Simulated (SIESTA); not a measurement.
A run of SIESTA 5.4.2:

File Ru.fdf:

```
SystemName                      Ruthenium
SystemLabel                     Ru
NumberOfSpecies                 1
NumberOfAtoms                   2
%block ChemicalSpeciesLabel
  1  44 Ru
%endblock ChemicalSpeciesLabel

LatticeConstant                 1.0 Ang
%block LatticeVectors
     2.7058000000     0.0000000000     0.0000000000
    -1.3529000000     2.3432915376     0.0000000000
     0.0000000000     0.0000000000     4.2819000000
%endblock LatticeVectors
AtomicCoordinatesFormat         Fractional
%block AtomicCoordinatesAndAtomicSpecies
     0.6666666667     0.3333333333     0.7500000000  1  Ru
     0.3333333333     0.6666666667     0.2500000000  1  Ru
%endblock AtomicCoordinatesAndAtomicSpecies

%block kgrid.MonkhorstPack
   11   0   0  0.0
    0  11   0  0.0
    0   0   6  0.0
%endblock kgrid.MonkhorstPack
XC.Functional                   GGA
XC.Authors                      PBE
PAO.BasisSize                   TZ
PAO.EnergyShift                 0.002 Ry
Mesh.Cutoff                     800 Ry
OccupationFunction              FD
ElectronicTemperature           0.05 eV
MaxSCFIterations                120
SCF.MustConverge                false
SCF.Mixer.Method                Pulay
SCF.Mixer.Weight                0.25
SCF.Mixer.History               8
SCF.DM.Tolerance                5.0e-05
SCF.H.Tolerance                 1.0e-03 eV
WriteForces                     true
Charge.Mulliken                 end
BandLinesScale                  ReciprocalLatticeVectors
%block BandLines
    1    0.000000   0.000000   0.000000  \Gamma
   11    0.500000   0.000000   0.000000  M
    6    0.333333   0.333333   0.000000  K
   13    0.000000   0.000000   0.000000  \Gamma
    6    0.000000   0.000000   0.500000  A
   11    0.500000   0.000000   0.500000  L
    6    0.333333   0.333333   0.500000  H
   13    0.000000   0.000000   0.500000  A
    1    0.500000   0.000000   0.500000  L
    6    0.500000   0.000000   0.000000  M
    1    0.333333   0.333333   0.000000  K
    6    0.333333   0.333333   0.500000  H
%endblock BandLines
```

Potentials or basis: PseudoDojo 0.4 standard (PBE files), TZ (energy shift 0.002 Ry).

The run is started by

```sh
$ siesta Ru.fdf > Ru.out 2>&1
```

Hardware: 1 thread of Arm Neoverse V1, with other jobs on the host.

Task: How long does it take, and how much memory?

Result: It took 58 s on 1 thread of Arm Neoverse V1, with other jobs on the host, peak memory 0.28 GiB. Counts: scf iterations 9, k points 369, bands 44.
